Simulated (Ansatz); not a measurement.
# Ag (P6_3/mmc) in Ansatz: reference runs

Aim: a first look at Ag with PBEsol, on the cell as given and on a disturbed one.

All numbers are computed with Ansatz 0.2.0; they aren't measurements. Logs are shortened: lines on timing, memory, paths and dates and some standing lists are left out, and cuts for length are marked.

### Step 1. The crystal as given

It takes space group P6_3/mmc (No. 194, hexagonal). The conventional cell has a = 2.886 Å, b = 2.886 Å, c = 10.000 Å, α = 90.00°, β = 90.00°, γ = 120.00°. Ag (site symmetry -3m) has 12 Ag at 2.89 to 3.00 Å as nearest neighbours. Ag (site symmetry -6m2) is surrounded by 12 Ag at 2.89 to 3.00 Å.

This isn't the form of Ag at room conditions, which is fcc.

### Step 2. Single point, PBEsol

input.yaml

```yaml
crystal:
  lattice:
    - [2.8862, 0.0, 0.0]
    - [-1.4431, 2.4995225204, 0.0]
    - [0.0, 0.0, 10.0]
  atoms:
    - { symbol: Ag, position: [0.0, 0.0, 0.5] }
    - { symbol: Ag, position: [0.0, 0.0, 0.0] }
    - { symbol: Ag, position: [0.6666666667, 0.3333333333, 0.75] }
    - { symbol: Ag, position: [0.3333333333, 0.6666666667, 0.25] }
kpoints:
  mp_grid: { grid: [11, 11, 3] }
scf:
  occupations: { method: fermi_dirac, width: 0.05 }
hamiltonian:
  xc: pbesol
  pseudopotentials: { kind: all_electron, lapw: { basis_error: 0.001 } }
output:
  forces: true
  stress: true
  eigenvalues: true
  populations: true
```

Potentials or basis: all-electron LAPW, scalar-relativistic.

The run is started by

```console
$ ansatz run input.yaml --threads 2 --pin off --max-ram 8192MiB --backend cpu --events-out ev --progress --plain --runs-dir out
```

What it wrote:

```text
Warning: RAYON_NUM_THREADS=2 ignored (pool sized by the plan → 2); use --threads N
Ag: projections on atomic orbitals take those of the free atom 1s2 2s2 2p6 3s2 3p6 3d10 4s2 4p6 4d10 5s1, of charge +0.00 (hamiltonian.pseudopotentials.projection_atoms)
LAPW: plane waves up to 7.952 Å⁻¹, error target 1.0e-3 eV per atom; small_component_spin mean_spin; Ag in spheres of 1.443 Å, 19 of its electrons in bands, Dirac shells [] (how accurate: hamiltonian.pseudopotentials.lapw.basis_error, Limitations)
Engine: ansatz 0.2.0, x86_64-unknown-linux-gnu
Pseudopotentials: kind: all_electron
Pseudopotential: Ag, LAPW, valence charge 19, lapw/all_electron/scalar/gaussian/Ag, Koelling and Harmon's equation, gaussian nucleus
Functional definition: PBEsol
  exchange = pbesol_x
  correlation = pbesol_c
Crystal: 4 atoms, lattice volume = 72.141 Å³
Basis set: ecut = 240.90143109477813 eV, 625 PW (Γ), exchange–correlation at level 2
Bands: 46, of which v1, the nominal top of the filled ones, is band 38 counted from 1 (37 counted from 0)
Symmetry: 24 space group operations
Space group: P63/mmc (ITA 194), of the structure as read, at distance tolerance 4.2e-5 Å
k-points: 32 of 363
Non-local potential: Ag, projectors of the file, none
Initial density: superposition of atomic densities (chi_scale 0.1, normalization cell)
Initial wavefunctions: plane waves of lowest kinetic energy (no species holds an atomic orbital)
Functional: x = pbesol(κ = 0.804, μ = 0.12345679012345678), c = pbesol(β = 0.046)
iter 1 solved again at ethr=2.92e-4 eV; its pass at ethr=1.00e-1 eV (dr2=2.22e-1 eV) is discarded
SCF iter   1: F=—  HF=-578352.951878 eV  |F-HF|=—  |Δ(HF+E_count)|=         —  Δρ=2.19e-2  dr2=2.24e-1  ethr=2.92e-4  ⟨swp⟩=2.9  Hψ=9990  notcnv=0
preconditioner: auto → Kerker (q_TF=auto, 2.752 Å⁻¹)  [metal: Δε(μ)=0.033 eV  Ē_g=10.313 eV  σ=0.050 eV  W_gap=0.16  n_scr=26 (ndim 8)  ℏωp=29.0 eV  f_vac=0.000  D(μ)=2.12/eV (n_scr^D=6)]
iter 2 solved again at ethr=1.13e-5 eV; its pass at ethr=2.92e-4 eV (dr2=8.57e-3 eV) is discarded
SCF iter   2: F=—  HF=-578352.110045 eV  |F-HF|=—  |Δ(HF+E_count)|=   8.42e-1  Δρ=3.36e-3  dr2=8.57e-3  ethr=1.13e-5  ⟨swp⟩=2.0  Hψ=8177  notcnv=0
SCF iter   3: F=—  HF=-578351.880204 eV  |F-HF|=—  |Δ(HF+E_count)|=   2.30e-1  Δρ=6.16e-3  dr2=2.41e-2  ethr=1.13e-5  ⟨swp⟩=3.0  Hψ=5173  notcnv=0
SCF iter   4: F=—  HF=-578351.870006 eV  |F-HF|=—  |Δ(HF+E_count)|=   1.02e-2  Δρ=2.60e-3  dr2=5.50e-3  ethr=1.13e-5  ⟨swp⟩=2.0  Hψ=4268  notcnv=0
SCF iter   5: F=—  HF=-578351.870807 eV  |F-HF|=—  |Δ(HF+E_count)|=   8.01e-4  Δρ=5.86e-4  dr2=2.90e-4  ethr=7.24e-6  ⟨swp⟩=2.0  Hψ=4267  notcnv=0
SCF iter   6: F=—  HF=-578351.870910 eV  |F-HF|=—  |Δ(HF+E_count)|=   1.03e-4  Δρ=2.11e-4  dr2=7.91e-5  ethr=3.81e-7  ⟨swp⟩=2.0  Hψ=4267  notcnv=0
SCF iter   7: F=—  HF=-578351.870795 eV  |F-HF|=—  |Δ(HF+E_count)|=   1.15e-4  Δρ=1.36e-4  dr2=7.79e-6  ethr=1.04e-7  ⟨swp⟩=2.0  Hψ=4267  notcnv=0
SCF iter   8: F=—  HF=-578351.870798 eV  |F-HF|=—  |Δ(HF+E_count)|=   2.76e-6  Δρ=2.22e-5  dr2=3.50e-7  ethr=1.03e-8  ⟨swp⟩=2.0  Hψ=4267  notcnv=0
SCF iter   9: F=-578351.870798 eV  HF=-578351.870798 eV  |F-HF|=2.05e-8  |Δ(HF+E_count)|=   7.04e-8  Δρ=4.84e-6  dr2=1.85e-8  ethr=4.61e-10  ⟨swp⟩=2.0  Hψ=4268  notcnv=0
SCF 1 converged in 9 iterations: F = -578351.870798 eV  dr2 = 1.85e-8
SCF converged after 9 iterations
Free energy (F): -578351.870798 eV
Harris-Foulkes:  -578351.870798 eV  (|F-HF|=2.05e-8)
Internal energy: -578351.855996 eV  (E = F + TS)
E sigma→0 (E₀):  -578351.863397 eV
Entropy (-TS):   -0.014802 eV (-3.700 meV/atom)
Fermi energy:    17.323681 eV
--- Per-component energies (eV) ---
  E_band       = -925.940517
  E_kinetic    = 604647.696529
  E_xc         = -15987.270345
  E_electrostatic = -1167012.282180  (all electrons and nuclei)
  E_smearing   = -0.014802  (= −TS)
  E_closure    = 0.000000  (closes the sum)
  E_atoms      = -578338.837880  (free atoms, spherical and without spin; not in F)
  Σ components = -578351.870798   (vs F -578351.870798, Δ=0.00e0)
  Basis errors (estimates in eV, not in F): energy 2.3e-4 per atom: plane waves 2.2e-4 (1.1e-4 summed), levels above the bands 1.3e-71, relativity 1.8e-8, radial functions 1.0e-5, core shells 5.0e-7; eigenvalues (radial functions only) 2.3e-6; not estimated: angular momenta, meshes, grids; target (lapw.basis_error) 1.0e-3; muffin-tin radii Ag 1.443 Å
--- Forces (eV/Å), atoms counted from 1 ---
  atom   1  Ag     0.00000000     0.00000000     0.00000000
  atom   2  Ag    -0.00000000     0.00000000     0.00000000
  atom   3  Ag    -0.00000000     0.00000000     0.00000000
  atom   4  Ag     0.00000000    -0.00000000     0.00000000
  max |Σ_I F_I| component: 5.78e-19 eV/Å
--- Stress (GPa, compression-positive) ---
       -6.048003       0.000000       0.000000
        0.000000      -6.048003       0.000000
        0.000000       0.000000      -9.368856
  P = ⅓ Tr σ = -7.1550 GPa (-71.550 kbar)
--- Band table (eV; the first three rows and the last of 32) ---
  k-point 0: bands = ["-74.4221", "-74.4175", "-74.4171", "-74.4125", "-37.9539", "-37.9004", "-37.9002", "-37.8644", "-37.8644", "-37.8579", "-37.8579", "-37.8570", "-37.8570", "-37.8505", "-37.8505", "-37.8463", "9.8486", "11.0389", "11.0402", "11.1701", "12.5035", "12.7429", "12.7429", "12.7739", "12.7739", "12.8540", "12.8588", "12.8777", "12.8777", "12.9194", "12.9194", "13.6169", "13.6169", "13.8982", "13.8982", "14.0121", "14.0121", "14.3275", "14.3275", "16.5909", "19.8261", "26.7490", "26.7564", "32.7386", "32.9094", "33.8403"]
  k-point 1: bands = ["-74.4214", "-74.4197", "-74.4149", "-74.4131", "-37.9468", "-37.9272", "-37.8734", "-37.8635", "-37.8635", "-37.8609", "-37.8609", "-37.8540", "-37.8540", "-37.8536", "-37.8514", "-37.8514", "10.0323", "10.5239", "11.1912", "11.2097", "12.4847", "12.4996", "12.7641", "12.7641", "12.7873", "12.7873", "12.8612", "12.8612", "12.8901", "12.8901", "13.6687", "13.6687", "13.7886", "13.7886", "13.9347", "14.1356", "14.1356", "14.2728", "14.2728", "15.4949", "21.2598", "23.8516", "29.6735", "32.0689", "33.0160", "33.2298"]
  k-point 2: bands = ["-74.4210", "-74.4165", "-74.4161", "-74.4117", "-37.9508", "-37.9010", "-37.9008", "-37.8743", "-37.8673", "-37.8662", "-37.8655", "-37.8606", "-37.8605", "-37.8595", "-37.8527", "-37.8471", "10.0793", "11.2417", "11.2425", "11.3169", "12.5391", "12.5901", "12.6831", "12.6841", "12.7117", "12.8498", "12.8570", "12.8773", "12.9842", "12.9947", "13.0296", "13.5136", "13.5469", "13.8720", "13.9018", "13.9956", "14.1377", "14.1662", "14.3378", "17.2488", "19.8773", "26.9358", "26.9411", "32.2860", "32.7456", "33.0650"]
  k-point 31: bands = ["-74.4047", "-74.4045", "-74.4039", "-74.4037", "-37.9671", "-37.9656", "-37.9579", "-37.9574", "-37.9412", "-37.9402", "-37.9324", "-37.9275", "-37.8838", "-37.8795", "-37.8744", "-37.8737", "11.8507", "11.8883", "12.1162", "12.1195", "12.1853", "12.2657", "12.4527", "12.5010", "12.7517", "12.7909", "12.8889", "13.0308", "13.2849", "13.3934", "13.6609", "13.7410", "14.1288", "14.2333", "14.3146", "14.3374", "19.9978", "20.1044", "20.6164", "20.6318", "22.3485", "22.6635", "23.0711", "23.2726", "24.5775", "24.6715"]
--- Löwdin populations: 4 sites ---
  site symbol       q [e]
     0     Ag     46.8820
     1     Ag     46.8820
     2     Ag     46.8821
     3     Ag     46.8821
  spilling = 0.002510 (of n_electrons = 188.000000)
```

Wall time 13 s (2 threads of Intel Xeon Platinum 8259CL at 2.50GHz (Skylake/Cascade Lake), shared host); peak memory 0.48 GiB.

Results:

```
Free energy            : -578351.8708 eV
Pressure               : -7.2 GPa
Band gap on the k mesh : none (metal or under the smearing width)
```

Levels at points of the mesh, in eV from the Fermi level:
| k point | band 34 | band 35 | band 36 | band 37 | band 38 | band 39 | band 40 | band 41 | band 42 | band 43 |
| --- | --- | --- | --- | --- | --- | --- | --- | --- | --- | --- |
| (0.00, 0.00, 0.00) | -3.43 | -3.43 | -3.31 | -3.31 | -3.00 | -3.00 | -0.73 | 2.50 | 9.43 | 9.43 |

### Step 3. Single point, PBEsol (atoms moved at random, drawn with an rms of 0.05 Å)

input.yaml

```yaml
crystal:
  lattice:
    - [2.8862, 0.0, 0.0]
    - [-1.4431, 2.4995225204, 0.0]
    - [0.0, 0.0, 10.0]
  atoms:
    - { symbol: Ag, position: [-0.007849, -0.034375, 0.500822] }
    - { symbol: Ag, position: [0.00119, 0.009554, 0.006484] }
    - { symbol: Ag, position: [0.668049, 0.345156, 0.751857] }
    - { symbol: Ag, position: [0.338224, 0.667208, 0.247927] }
kpoints:
  mp_grid: { grid: [11, 11, 3] }
scf:
  occupations: { method: fermi_dirac, width: 0.05 }
hamiltonian:
  xc: pbesol
  pseudopotentials: { kind: all_electron, lapw: { basis_error: 0.001 } }
output:
  forces: true
  stress: true
  eigenvalues: true
  populations: true
```

Potentials or basis: all-electron LAPW, scalar-relativistic.

The run is started by

```console
$ ansatz run input.yaml --threads 2 --pin off --max-ram 8192MiB --backend cpu --events-out ev --progress --plain --runs-dir out
```

What it wrote:

```text
Warning: RAYON_NUM_THREADS=2 ignored (pool sized by the plan → 2); use --threads N
Ag: projections on atomic orbitals take those of the free atom 1s2 2s2 2p6 3s2 3p6 3d10 4s2 4p6 4d10 5s1, of charge +0.00 (hamiltonian.pseudopotentials.projection_atoms)
LAPW: plane waves up to 7.952 Å⁻¹, error target 1.0e-3 eV per atom; small_component_spin mean_spin; Ag in spheres of 1.443 Å, 19 of its electrons in bands, Dirac shells [] (how accurate: hamiltonian.pseudopotentials.lapw.basis_error, Limitations)
[... 6 set-up lines as earlier in the session ...]
Crystal: 4 atoms, lattice volume = 72.141 Å³
Basis set: ecut = 240.90143109614502 eV, 625 PW (Γ), exchange–correlation at level 2
Bands: 46, of which v1, the nominal top of the filled ones, is band 38 counted from 1 (37 counted from 0)
Symmetry: 1 space group operations
Space group: P1 (ITA 1), of the structure as read, at distance tolerance 4.2e-5 Å
k-points: 182 of 363 (time reversal used)
[... 4 set-up lines as earlier in the session ...]
iter 1 solved again at ethr=2.93e-4 eV; its pass at ethr=1.00e-1 eV (dr2=2.23e-1 eV) is discarded
SCF iter   1: F=—  HF=-578352.940581 eV  |F-HF|=—  |Δ(HF+E_count)|=         —  Δρ=2.19e-2  dr2=2.25e-1  ethr=2.93e-4  ⟨swp⟩=3.0  Hψ=57047  notcnv=0
preconditioner: auto → Kerker (q_TF=auto, 2.752 Å⁻¹)  [metal: Δε(μ)=0.033 eV  Ē_g=10.316 eV  σ=0.050 eV  W_gap=0.16  n_scr=26 (ndim 8)  ℏωp=29.0 eV  f_vac=0.000  D(μ)=2.01/eV (n_scr^D=6)]
iter 2 solved again at ethr=1.39e-5 eV; its pass at ethr=2.93e-4 eV (dr2=1.05e-2 eV) is discarded
SCF iter   2: F=—  HF=-578352.098484 eV  |F-HF|=—  |Δ(HF+E_count)|=   8.42e-1  Δρ=3.45e-3  dr2=1.05e-2  ethr=1.39e-5  ⟨swp⟩=2.0  Hψ=46452  notcnv=0
SCF iter   3: F=—  HF=-578351.868986 eV  |F-HF|=—  |Δ(HF+E_count)|=   2.29e-1  Δρ=6.17e-3  dr2=2.49e-2  ethr=1.39e-5  ⟨swp⟩=3.0  Hψ=29401  notcnv=0
SCF iter   4: F=—  HF=-578351.858657 eV  |F-HF|=—  |Δ(HF+E_count)|=   1.03e-2  Δρ=2.60e-3  dr2=5.68e-3  ethr=1.39e-5  ⟨swp⟩=2.0  Hψ=24225  notcnv=0
SCF iter   5: F=—  HF=-578351.859472 eV  |F-HF|=—  |Δ(HF+E_count)|=   8.16e-4  Δρ=5.99e-4  dr2=3.86e-4  ethr=7.47e-6  ⟨swp⟩=2.0  Hψ=24224  notcnv=0
SCF iter   6: F=—  HF=-578351.859627 eV  |F-HF|=—  |Δ(HF+E_count)|=   1.55e-4  Δρ=2.72e-4  dr2=1.72e-4  ethr=5.07e-7  ⟨swp⟩=2.0  Hψ=24224  notcnv=0
SCF iter   7: F=—  HF=-578351.859411 eV  |F-HF|=—  |Δ(HF+E_count)|=   2.16e-4  Δρ=9.93e-5  dr2=6.25e-6  ethr=2.27e-7  ⟨swp⟩=2.0  Hψ=24224  notcnv=0
SCF iter   8: F=—  HF=-578351.859414 eV  |F-HF|=—  |Δ(HF+E_count)|=   2.55e-6  Δρ=2.97e-5  dr2=2.37e-6  ethr=8.22e-9  ⟨swp⟩=2.0  Hψ=24224  notcnv=0
SCF iter   9: F=—  HF=-578351.859412 eV  |F-HF|=—  |Δ(HF+E_count)|=   1.64e-6  Δρ=1.61e-5  dr2=3.69e-7  ethr=3.12e-9  ⟨swp⟩=2.0  Hψ=24224  notcnv=0
SCF iter  10: F=—  HF=-578351.859412 eV  |F-HF|=—  |Δ(HF+E_count)|=   8.57e-8  Δρ=7.33e-6  dr2=1.81e-7  ethr=4.85e-10  ⟨swp⟩=2.0  Hψ=24224  notcnv=0
SCF iter  11: F=-578351.859412 eV  HF=-578351.859412 eV  |F-HF|=7.95e-8  |Δ(HF+E_count)|=   8.61e-9  Δρ=3.80e-6  dr2=7.29e-8  ethr=2.38e-10  ⟨swp⟩=2.0  Hψ=24224  notcnv=0
SCF 1 converged in 11 iterations: F = -578351.859412 eV  dr2 = 7.29e-8
SCF converged after 11 iterations
Free energy (F): -578351.859412 eV
Harris-Foulkes:  -578351.859412 eV  (|F-HF|=7.95e-8)
Internal energy: -578351.844842 eV  (E = F + TS)
E sigma→0 (E₀):  -578351.852127 eV
Entropy (-TS):   -0.014570 eV (-3.643 meV/atom)
Fermi energy:    17.321777 eV
--- Per-component energies (eV) ---
  E_band       = -926.048082
  E_kinetic    = 604647.843297
  E_xc         = -15987.300044
  E_electrostatic = -1167012.388095  (all electrons and nuclei)
  E_smearing   = -0.014570  (= −TS)
  E_closure    = 0.000000  (closes the sum)
  E_atoms      = -578338.837880  (free atoms, spherical and without spin; not in F)
  Σ components = -578351.859412   (vs F -578351.859412, Δ=0.00e0)
  Basis errors (estimates in eV, not in F): energy 2.3e-4 per atom: plane waves 2.1e-4 (1.1e-4 summed), levels above the bands 1.1e-71, relativity 1.8e-8, radial functions 1.1e-5, core shells 5.0e-7; eigenvalues (radial functions only) 2.2e-6; not estimated: angular momenta, meshes, grids; target (lapw.basis_error) 1.0e-3; muffin-tin radii Ag 1.443 Å
--- Forces (eV/Å), atoms counted from 1 ---
  atom   1  Ag    -0.01080938     0.04914234    -0.00814882
  atom   2  Ag     0.00819933    -0.00764001    -0.21631904
  atom   3  Ag     0.00720611    -0.03271630     0.03820906
  atom   4  Ag    -0.00459604    -0.00878574     0.18625853
  max |Σ_I F_I| component: 2.95e-7 eV/Å
--- Stress (GPa, compression-positive) ---
       -5.990908       0.039945      -0.035448
        0.039945      -5.929569      -0.029482
       -0.035448      -0.029482      -9.100703
  P = ⅓ Tr σ = -7.0071 GPa (-70.071 kbar)
--- Band table (eV; the first three rows and the last of 182) ---
  k-point 0: bands = ["-74.4479", "-74.4377", "-74.3986", "-74.3888", "-37.9718", "-37.9034", "-37.8943", "-37.8887", "-37.8878", "-37.8762", "-37.8761", "-37.8408", "-37.8389", "-37.8381", "-37.8289", "-37.8284", "9.8428", "11.0174", "11.0482", "11.1765", "12.4986", "12.7257", "12.7286", "12.7583", "12.7697", "12.8349", "12.8517", "12.8826", "12.9036", "12.9189", "12.9501", "13.5950", "13.6223", "13.8592", "13.9107", "14.0199", "14.0477", "14.3116", "14.3418", "16.5957", "19.8198", "26.5507", "26.9571", "32.7588", "32.9099", "33.8186"]
  k-point 1: bands = ["-74.4479", "-74.4377", "-74.3986", "-74.3888", "-37.9694", "-37.9187", "-37.8887", "-37.8878", "-37.8775", "-37.8763", "-37.8761", "-37.8425", "-37.8404", "-37.8387", "-37.8289", "-37.8284", "10.0224", "10.5280", "11.1612", "11.2334", "12.4759", "12.4966", "12.7404", "12.7439", "12.7882", "12.7916", "12.8559", "12.8645", "12.8937", "12.9142", "13.6430", "13.6638", "13.7684", "13.8218", "13.9401", "14.1263", "14.1480", "14.2651", "14.2908", "15.4989", "21.2513", "23.8500", "29.6734", "32.1028", "33.0053", "33.2382"]
  k-point 2: bands = ["-74.4469", "-74.4368", "-74.3977", "-74.3879", "-37.9691", "-37.9073", "-37.8961", "-37.8939", "-37.8910", "-37.8836", "-37.8786", "-37.8507", "-37.8416", "-37.8392", "-37.8377", "-37.8308", "10.0734", "11.2191", "11.2433", "11.3325", "12.5262", "12.5757", "12.6633", "12.6860", "12.7235", "12.8417", "12.8606", "12.8717", "12.9922", "13.0016", "13.0291", "13.5007", "13.5482", "13.8717", "13.9146", "13.9982", "14.1052", "14.2082", "14.3292", "17.2551", "19.8722", "26.7500", "27.1289", "32.2652", "32.7547", "33.0859"]
  k-point 181: bands = ["-74.4357", "-74.4276", "-74.3872", "-74.3782", "-38.0065", "-37.9963", "-37.9582", "-37.9487", "-37.9277", "-37.9203", "-37.9091", "-37.8960", "-37.8782", "-37.8690", "-37.8612", "-37.8449", "11.4441", "11.4886", "11.5254", "11.6624", "11.7840", "11.8465", "12.3931", "12.5024", "12.9456", "13.1792", "13.3241", "13.4547", "13.6948", "13.9372", "14.0002", "14.1475", "14.1737", "14.2643", "14.4546", "14.5312", "16.2801", "16.6175", "18.6966", "20.2045", "22.0986", "22.4409", "24.4940", "25.0080", "26.2861", "27.3551"]
--- Löwdin populations: 4 sites ---
  site symbol       q [e]
     0     Ag     46.8841
     1     Ag     46.8799
     2     Ag     46.8852
     3     Ag     46.8790
  spilling = 0.002509 (of n_electrons = 188.000000)
```

Wall time 2.2 min (2 threads of Intel Xeon Platinum 8259CL at 2.50GHz (Skylake/Cascade Lake), shared host); peak memory 1.2 GiB.

What came out:

* Free energy: -578351.8594 eV
* Pressure: -7.0 GPa
* Largest force: 0.217 eV/Å
* Band gap on the k mesh: none (metal or under the smearing width)

Forces on the atoms (eV/Å):
```
Ag  -0.011  0.049 -0.008
Ag   0.008 -0.008 -0.216
Ag   0.007 -0.033  0.038
Ag  -0.005 -0.009  0.186
```

Levels at points of the mesh, in eV from the Fermi level:
```
           k point  band 36  band 37  band 38  band 39  band 40  band 41
(0.00, 0.00, 0.00)    -3.30    -3.27    -3.01    -2.98    -0.73     2.50
```
